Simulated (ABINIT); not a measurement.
# BP (F-43m) in ABINIT: further runs

One crystal, BP, is run at these levels: LDA, PBEsol, PBE; tasks: single point.

Program: ABINIT 10.8.3 (patched build). These are calculated values, not measurements. Logs are shortened: lines on timing, memory, paths and dates and some standing lists are left out, and cuts for length are marked. The log counts tension as positive stress, the text compression.

### Step 1. Starting point

The structure is cubic, space group F-43m (No. 216). The conventional cell has a = 4.538 Å, b = 4.538 Å, c = 4.538 Å, α = 90.00°, β = 90.00°, γ = 90.00°. Around P (site symmetry -43m) lie 4 B at 1.97 Å. B (site symmetry -43m) is surrounded by 4 P at 1.97 Å.

### Step 2. Single point, LDA

Contents of run.abi:

```
# Pseudopotentials
pp_dirpath "./"
pseudos "P.LDA_PW-JTH.xml, B.LDA_PW-JTH.xml"

# Structure
acell 3.208850573 3.208850573 3.208850573 Angstrom
rprim
     0.0000000000     0.7071067812     0.7071067812
     0.7071067812     0.0000000000     0.7071067812
     0.7071067812     0.7071067812     0.0000000000
ntypat 2
znucl 15 5
natom 2
typat 1 2
xred
     0.7500000000     0.7500000000     0.7500000000
     0.0000000000     0.0000000000     0.0000000000

# Plane-wave basis
ecut 20.0
pawecutdg 40.0

# k points
kptopt 1
ngkpt 8 8 8
nshiftk 1
shiftk 0.0 0.0 0.0

# Exchange and correlation
ixc 7

# Bands and occupations
nband 8
occopt 3
tsmear 0.00183747

# SCF cycle
nstep 100
tolvrs 1.0e-9

# Output
iomode 3
prtwf 0
prteig 0
prtebands 0
enunit 2
prtden 1
prtvha 1
prtvclmb 1
prtpot 1
```

Potentials or basis: JTH PAW LDA v2.0.

Run with:

```
abinit run.abi > log 2>&1
```

run.abo:

```text
.Version 10.8.3 of ABINIT
 Symmetries : space group F-4 3 m (#216); Bravais cF (face-center cubic)
================================================================================
 Values of the parameters that define the memory need of the present run
     intxc =       0    ionmov =       0      iscf =      17    lmnmax =       8
     lnmax =       4     mgfft =      27  mpssoang =       2    mqgrid =    3001
     natom =       2  nloc_mem =       2    nspden =       1   nspinor =       1
    nsppol =       1      nsym =      24    n1xccc =       1    ntypat =       2
    occopt =       3   xclevel =       1
       mpw =         684          nfft =       19683          nkpt =          29
 PAW method is used; the additional fine FFT grid is defined by:
   mgfftf=        36    nfftf =     46656
================================================================================
================================================================================

--------------------------------------------------------------------------------
------------- Echo of variables that govern the present computation ------------
--------------------------------------------------------------------------------
 -outvars: echo values of preprocessed input variables --------
            acell      6.0638487619E+00  6.0638487619E+00  6.0638487619E+00 Bohr
              amu      3.09737620E+01  1.08110000E+01
             ecut      2.00000000E+01 Hartree
           enunit           2
              ixc           7
         kptrlatt        8    0    0      0    8    0      0    0    8
          kptrlen      4.85107901E+01
            natom           2
            nband           8
            ngfft          27      27      27
          ngfftdg          36      36      36
             nkpt          29
            nstep         100
             nsym          24
           ntypat           2
           occopt           3
        pawecutdg      4.00000000E+01 Hartree
        prtebands           0
           prteig           0
           prtpot           1
         prtvclmb           1
           prtvha           1
            prtwf           0
            rprim      0.0000000000E+00  7.0710678120E-01  7.0710678120E-01
                       7.0710678120E-01  0.0000000000E+00  7.0710678120E-01
                       7.0710678120E-01  7.0710678120E-01  0.0000000000E+00
          spgroup         216
           tolvrs      1.00000000E-09
           tsmear      1.83747000E-03 Hartree
            typat      1  2
           useylm           1
           xangst      3.4035000000E+00  3.4035000000E+00  3.4035000000E+00
                       0.0000000000E+00  0.0000000000E+00  0.0000000000E+00
            xcart      6.4316828696E+00  6.4316828696E+00  6.4316828696E+00
                       0.0000000000E+00  0.0000000000E+00  0.0000000000E+00
             xred      7.5000000000E-01  7.5000000000E-01  7.5000000000E-01
                       0.0000000000E+00  0.0000000000E+00  0.0000000000E+00
            znucl       15.00000    5.00000

================================================================================

 chkinp: Checking input parameters for consistency.

================================================================================
== DATASET  1 ==================================================================

--- !DatasetInfo
iteration_state: {dtset: 1, }
dimensions: {natom: 2, nkpt: 29, mband: 8, nsppol: 1, nspinor: 1, nspden: 1, mpw: 684, }
cutoff_energies: {ecut:  20.0, pawecutdg:  40.0, }
electrons: {nelect:   8.00000000E+00, charge:   0.00000000E+00, occopt:   3.00000000E+00, tsmear:   1.83747000E-03, }
meta: {optdriver: 0, ionmov: 0, optcell: 0, iscf: 17, paral_kgb: 0, }
...

 Exchange-correlation functional for the present dataset will be:
  LDA: Perdew-Wang 92 LSD fit to Ceperley-Alder data - ixc=7
  J.P.Perdew and Y.Wang, PRB 45, 13244 (1992)

 Real(R)+Recip(G) space primitive vectors, cartesian coordinates (Bohr,Bohr^-1):
 R(1)=  0.0000000  4.2877886  4.2877886  G(1)= -0.1166102  0.1166102  0.1166102
 R(2)=  4.2877886  0.0000000  4.2877886  G(2)=  0.1166102 -0.1166102  0.1166102
 R(3)=  4.2877886  4.2877886  0.0000000  G(3)=  0.1166102  0.1166102 -0.1166102
 Unit cell volume ucvol=  1.5766311E+02 bohr^3
 Angles (23,13,12)=  6.00000000E+01  6.00000000E+01  6.00000000E+01 degrees

 Coarse grid specifications (used for wave-functions):

 getcut: wavevector=  0.0000  0.0000  0.0000  ngfft=  27  27  27
         ecut(hartree)=     20.000   => boxcut(ratio)=   2.13298

 Fine grid specifications (used for densities):

 getcut: wavevector=  0.0000  0.0000  0.0000  ngfft=  36  36  36
         ecut(hartree)=     40.000   => boxcut(ratio)=   2.08525

--- Pseudopotential description ------------------------------------------------
- pspini: atom type   1  psp file is ./P.LDA_PW-JTH.xml
 Pseudopotential format is: paw10
 basis_size (lnmax)=  4 (lmn_size=  8), orbitals=   0   0   1   1
 Spheres core radius: rc_sph= 1.60765221
 Shapefunction is SIN type: shapef(r)=[sin(pi*r/rshp)/(pi*r/rshp)]**2
 Radius for shape functions =  1.60765221
 Compensation charge density is not taken into account in XC energy/potential

- pspini: atom type   2  psp file is ./B.LDA_PW-JTH.xml
 Pseudopotential format is: paw10
 basis_size (lnmax)=  4 (lmn_size=  8), orbitals=   0   0   1   1
 Spheres core radius: rc_sph= 1.70616958
 Shapefunction is SIN type: shapef(r)=[sin(pi*r/rshp)/(pi*r/rshp)]**2
 Radius for shape functions =  1.40269776
 Compensation charge density is not taken into account in XC energy/potential

   3.19188998E+01                                ecore*ucvol(ha*bohr**3)
--------------------------------------------------------------------------------

[... 7 lines left out ...]

     iter   Etot(hartree)      deltaE(h)  residm     nres2
 ETOT  1  -9.6254844438608    -9.625E+00 6.653E-02 8.708E+00
 ETOT  2  -9.6213871918452     4.097E-03 4.123E-02 7.444E-01
 ETOT  3  -9.6190164628087     2.371E-03 1.176E-03 5.882E-02
 ETOT  4  -9.6188621060414     1.544E-04 1.300E-04 2.898E-03
 ETOT  5  -9.6188687736126    -6.668E-06 1.554E-05 3.285E-04
 ETOT  6  -9.6188675753867     1.198E-06 9.893E-06 7.977E-06
 ETOT  7  -9.6188675954206    -2.003E-08 1.562E-06 4.856E-07
 ETOT  8  -9.6188675959811    -5.604E-10 9.926E-07 1.132E-07
 ETOT  9  -9.6188675956826     2.985E-10 1.552E-07 8.392E-09
 ETOT 10  -9.6188675956588     2.375E-11 9.941E-08 8.102E-11

 At SCF step   10       nres2   =  8.10E-11 < tolvrs=  1.00E-09 =>converged.

 Cartesian components of stress tensor (hartree/bohr^3)
  sigma(1 1)=  1.81709950E-04  sigma(3 2)=  0.00000000E+00
  sigma(2 2)=  1.81709950E-04  sigma(3 1)=  0.00000000E+00
  sigma(3 3)=  1.81709950E-04  sigma(2 1)=  0.00000000E+00

--- !ResultsGS
iteration_state: {dtset: 1, }
comment   : Summary of ground state results
lattice_vectors:
- [  0.0000000,   4.2877886,   4.2877886, ]
- [  4.2877886,   0.0000000,   4.2877886, ]
- [  4.2877886,   4.2877886,   0.0000000, ]
lattice_lengths: [   6.06385,    6.06385,    6.06385, ]
lattice_angles: [ 60.000,  60.000,  60.000, ] # degrees, (23, 13, 12)
lattice_volume:   1.5766311E+02
convergence: {deltae:  2.375E-11, res2:  8.102E-11, residm:  9.941E-08, diffor: null, }
etotal    :  -9.61886760E+00
entropy   :   0.00000000E+00
fermie    :   3.28586761E-01
cartesian_stress_tensor: # hartree/bohr^3
- [  1.81709950E-04,   0.00000000E+00,   0.00000000E+00, ]
- [  0.00000000E+00,   1.81709950E-04,   0.00000000E+00, ]
- [  0.00000000E+00,   0.00000000E+00,   1.81709950E-04, ]
pressure_GPa:  -5.3461E+00
xred      :
- [  7.5000E-01,   7.5000E-01,   7.5000E-01,  P]
- [  0.0000E+00,   0.0000E+00,   0.0000E+00,  B]
cartesian_forces: # hartree/bohr
- [ -1.22652332E-31,  -1.22652332E-31,   3.67956997E-31, ]
- [  1.22652332E-31,   1.22652332E-31,  -3.67956997E-31, ]
force_length_stats: {min:   4.06791766E-31, max:   4.06791766E-31, mean:   4.06791766E-31, }
...

 Integrated electronic density in atomic spheres:
 ------------------------------------------------
 Atom  Sphere_radius  Integrated_density
    1        1.60765          1.65583698
    2        1.70617          1.84095636

================================================================================

 ----iterations are completed or convergence reached----

 Mean square residual over all n,k,spin=   49.197E-11; max=  99.405E-09
 reduced coordinates (array xred) for    2 atoms
       0.750000000000      0.750000000000      0.750000000000
       0.000000000000      0.000000000000      0.000000000000
 rms dE/dt=  1.4875E-30; max dE/dt=  2.1036E-30; dE/dt below (all hartree)
    1      -0.000000000000     -0.000000000000      0.000000000000
    2       0.000000000000      0.000000000000      0.000000000000

 cartesian coordinates (angstrom) at end:
    1      3.40350000003871     3.40350000003871     3.40350000003871
    2      0.00000000000000     0.00000000000000     0.00000000000000

 cartesian forces (hartree/bohr) at end:
    1     -0.00000000000000    -0.00000000000000     0.00000000000000
    2      0.00000000000000     0.00000000000000    -0.00000000000000
 frms,max,avg= 2.3486134E-31 3.6795700E-31   0.000E+00  0.000E+00  0.000E+00 h/b

 cartesian forces (eV/Angstrom) at end:
    1     -0.00000000000000    -0.00000000000000     0.00000000000000
    2      0.00000000000000     0.00000000000000    -0.00000000000000
 frms,max,avg= 1.2077055E-29 1.8921110E-29   0.000E+00  0.000E+00  0.000E+00 e/A
 length scales=  6.063848761932  6.063848761932  6.063848761932 bohr
              =  3.208850573000  3.208850573000  3.208850573000 angstroms
 Fermi (or HOMO) energy (hartree) =   0.32859   Average Vxc (hartree)=  -0.40793
 Eigenvalues (hartree) for nkpt=  29  k points:
 kpt#   1, nband=  8, wtk=  0.00195, kpt=  0.0000  0.0000  0.0000 (reduced coord)
  -0.25916    0.30693    0.30693    0.30693    0.43101    0.43101    0.43101    0.57669
      occupation numbers for kpt#   1
   2.00000    1.99998    1.99998    1.99998    0.00000    0.00000    0.00000    0.00000
 prteigrs : prtvol=0 or 1, do not print more k-points.

 Fermi (or HOMO) energy (eV) =   8.94130   Average Vxc (eV)= -11.10039
 Eigenvalues (   eV  ) for nkpt=  29  k points:
 kpt#   1, nband=  8, wtk=  0.00195, kpt=  0.0000  0.0000  0.0000 (reduced coord)
  -7.05208    8.35209    8.35209    8.35209   11.72838   11.72838   11.72838   15.69265
 prteigrs : prtvol=0 or 1, do not print more k-points.

--- !EnergyTerms
iteration_state     : {dtset: 1, }
comment             : Components of total free energy in Hartree
kinetic             :  4.37663578705445E+00
hartree             :  6.27452601881572E-01
xc                  : -3.43784412006041E+00
Ewald energy        : -1.04916197635783E+01
psp_core            :  2.02450022178579E-01
local_psp           : -3.00876077922278E+00
PAW spherical_terms :  2.11281874904069E+00
internal            : -9.61886750270619E+00
'-kT*entropy'       : -4.36001177735769E-09
total_energy        : -9.61886750706621E+00
total_energy_eV     : -2.61742718983695E+02
...

--- !EnergyTermsDC
iteration_state     : {dtset: 1, }
comment             : '"Double-counting" decomposition of free energy'
band_energy         :  5.54049099454585E-01
Ewald energy        : -1.04916197635783E+01
psp_core            :  2.02450022178579E-01
xc_dc               : -1.78231992825855E-01
PAW spherical_terms :  2.94485043472143E-01
internal            : -9.61886759129883E+00
'-kT*entropy'       : -4.36001177735769E-09
total_energy_dc     : -9.61886759565884E+00
total_energy_dc_eV  : -2.61742721394423E+02
...

--- !EnergyTermsWithPAWCore
iteration_state     : {dtset: 1, }
comment             : 'Components of total free energy, including PAW core contributions'
Total energy        : -3.65667052709412E+02
Total energy DC     : -3.65667052798005E+02
Total energy (eV)   : -9.95030740870531E+03
Total energy DC (eV): -9.95030741111604E+03
...

 Cartesian components of stress tensor (hartree/bohr^3)
  sigma(1 1)=  1.81709950E-04  sigma(3 2)=  0.00000000E+00
  sigma(2 2)=  1.81709950E-04  sigma(3 1)=  0.00000000E+00
  sigma(3 3)=  1.81709950E-04  sigma(2 1)=  0.00000000E+00

-Cartesian components of stress tensor (GPa)         [Pressure= -5.3461E+00 GPa]
- sigma(1 1)=  5.34609131E+00  sigma(3 2)=  0.00000000E+00
- sigma(2 2)=  5.34609131E+00  sigma(3 1)=  0.00000000E+00
- sigma(3 3)=  5.34609131E+00  sigma(2 1)=  0.00000000E+00

== END DATASET(S) ==============================================================
================================================================================

 -outvars: echo values of variables after computation  --------
            acell      6.0638487619E+00  6.0638487619E+00  6.0638487619E+00 Bohr
           etotal     -9.6188675957E+00
            fcart     -1.2265233240E-31 -1.2265233240E-31  3.6795699720E-31
                       1.2265233240E-31  1.2265233240E-31 -3.6795699720E-31
            rprim      0.0000000000E+00  7.0710678120E-01  7.0710678120E-01
                       7.0710678120E-01  0.0000000000E+00  7.0710678120E-01
                       7.0710678120E-01  7.0710678120E-01  0.0000000000E+00
           strten      1.8170995034E-04  1.8170995034E-04  1.8170995034E-04
                       0.0000000000E+00  0.0000000000E+00  0.0000000000E+00
           xangst      3.4035000000E+00  3.4035000000E+00  3.4035000000E+00
                       0.0000000000E+00  0.0000000000E+00  0.0000000000E+00
             xred      7.5000000000E-01  7.5000000000E-01  7.5000000000E-01
                       0.0000000000E+00  0.0000000000E+00  0.0000000000E+00
 Calculation completed.
```

Run time: 4.5 s. Hardware: 1 thread of Arm Neoverse V2, shared host; peak memory 0.12 GiB.

Results:

```
Free energy                                           : -261.7427 eV
Pressure                                              : -5.3 GPa
Band gap on the k mesh                                : 1.22 eV, indirect (least direct gap 3.38 eV)
Valence electrons inside the program's atomic spheres : P 1.66; B 1.84
```

A k mesh can miss the band edges.

### Step 3. Single point, PBEsol

Edit run.abi of step 2 so:

```diff
@@ -2,6 +2,6 @@
 pp_dirpath "./"
-pseudos "P.LDA_PW-JTH.xml, B.LDA_PW-JTH.xml"
+pseudos "P.GGA_PBE-JTH.xml, B.GGA_PBE-JTH.xml"
 
 # Structure
-acell 3.208850573 3.208850573 3.208850573 Angstrom
+acell 6.0638487579 6.0638487579 6.0638487579
 rprim
@@ -24,3 +24,3 @@
 kptopt 1
-ngkpt 8 8 8
+ngkpt 4 4 4
 nshiftk 1
@@ -29,3 +29,3 @@
 # Exchange and correlation
-ixc 7
+ixc -116133
 
@@ -34,3 +34,3 @@
 occopt 3
-tsmear 0.00183747
+tsmear 0.05 eV
 
@@ -43,8 +43,4 @@
 prtwf 0
+prtden 0
 prteig 0
 prtebands 0
-enunit 2
-prtden 1
-prtvha 1
-prtvclmb 1
-prtpot 1
```

Potentials or basis: JTH PAW PBE v2.0.

Run with:

```
abinit run.abi > log 2>&1
```

Wall time 5.4 s (1 thread of Arm Neoverse V2, shared host); peak memory 0.12 GiB.

The run converged. Its results:

```yaml
Free_energy: -259.5024 eV
Pressure: -0.7 GPa
Band_gap_on_the_k_mesh: 1.20 eV, indirect (least direct gap 3.34 eV)
Valence_electrons_inside_the_program's_atomic_spheres: P 1.64; B 1.84
```

Levels at points of the mesh, in eV from the valence-band top:
| k point | band 2 | band 3 | band 4 | band 5 | band 6 | band 7 |
| --- | --- | --- | --- | --- | --- | --- |
| (0.00, 0.00, 0.00) | 0.00 | 0.00 | 0.00 | 3.34 | 3.34 | 3.34 |
| (0.50, 0.00, 0.00) | -9.12 | -1.77 | -1.77 | 3.71 | 4.62 | 4.62 |
| (0.50, 0.50, 0.00) | -8.62 | -4.16 | -4.16 | 1.20 | 1.49 | 12.04 |

Caveat: the k mesh is coarse (spacing up to 0.60 Å⁻¹), so the values aren't converged; the PAW data sets were made with another functional, which shifts forces and pressure a little. PBEsol gaps usually lie below the measured ones, often by a third to a half.

[end of part 1 of 2]
